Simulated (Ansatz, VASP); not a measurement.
# Al: VASP beside Ansatz

Contents of POSCAR:

```
Al
1.0
    0.0000000000      1.9956434947      1.9956434947
    1.9956434947      0.0000000000      1.9956434947
    1.9956434947      1.9956434947      0.0000000000
Al
1
Direct
    0.0000000000      0.0000000000      0.0000000000
```

Contents of INCAR.step1:

```
  PREC = Accurate
  ENCUT = 520
  ISMEAR = 0
  SIGMA = 0.05
  LREAL = F
  LASPH = T
  NELM = 80
  NBANDS = 8
  GGA = PE
  ALGO = Normal
  EDIFF = 1E-4
  LWAVE = T
  LCHARG = F
```

The input INCAR.step2:

```
  PREC = Accurate
  ENCUT = 520
  EDIFF = 1E-6
  ISMEAR = 0
  SIGMA = 0.05
  LREAL = F
  LASPH = T
  NELM = 80
  ALGO = Normal
  ISIF = 2
  LWAVE = F
  LCHARG = F
  METAGGA = R2SCAN
  LMIXTAU = T
  NBANDS = 8
  ISTART = 1
```

KPOINTS

```
regular mesh
0
Gamma
  18 18 18
```

Input for Ansatz:

```yaml
crystal:
  lattice:
    - [0.0, 1.9956434947, 1.9956434947]
    - [1.9956434947, 0.0, 1.9956434947]
    - [1.9956434947, 1.9956434947, 0.0]
  atoms:
    - { symbol: Al, position: [0.0, 0.0, 0.0] }
basis:
  ecutwfc: 500
  ecutrho_ratio: 4
kpoints:
  mp_grid: { grid: [18, 18, 18] }
  band_path:
    path:
      - [[0.0, 0.0, 0.0], [0.5, 0.0, 0.5], [0.625, 0.25, 0.625]]
      - [[0.375, 0.375, 0.75], [0.0, 0.0, 0.0], [0.5, 0.5, 0.5], [0.5, 0.25, 0.75], [0.5, 0.0, 0.5]]
    npoints: 14
hamiltonian:
  xc: r2scan
scf:
  occupations: { method: gaussian, width: 0.05 }
  n_extra_bands: 10
output:
  forces: true
  stress: true
  eigenvalues: true
  populations: true
  dos: { projected: true, de: 0.02, nscf_kmesh: { grid: [27, 27, 27] } }
  bader: true
```

Alike in both runs: task single point; functional r2SCAN; k mesh 18 × 18 × 18; occupations gaussian, width 0.05 eV; no spin polarisation.

```csv
,VASP,Ansatz
version,VASP 6.6.1,Ansatz 0.2.0
potentials or method,"VASP PAW PBE potentials, release 64 (Al)","scalar-relativistic, plane waves, PAW"
plane-wave cutoff (eV),520,500
valence electrons in the cell,3,3
```

|  | VASP | Ansatz | Ansatz less VASP |
| --- | --- | --- | --- |
| gap on the k mesh at the Fermi level (eV) | none | none | - |
| pressure (GPa) | -0.3 | 0.0 | +0.32 |

A gap of «none» marks a metal or a gap that the smearing closes. With one functional, cell and mesh, what is left measures potentials, basis and numerics.

Caveats: the PAW data sets were made with another functional, which shifts forces and pressure a little (VASP).
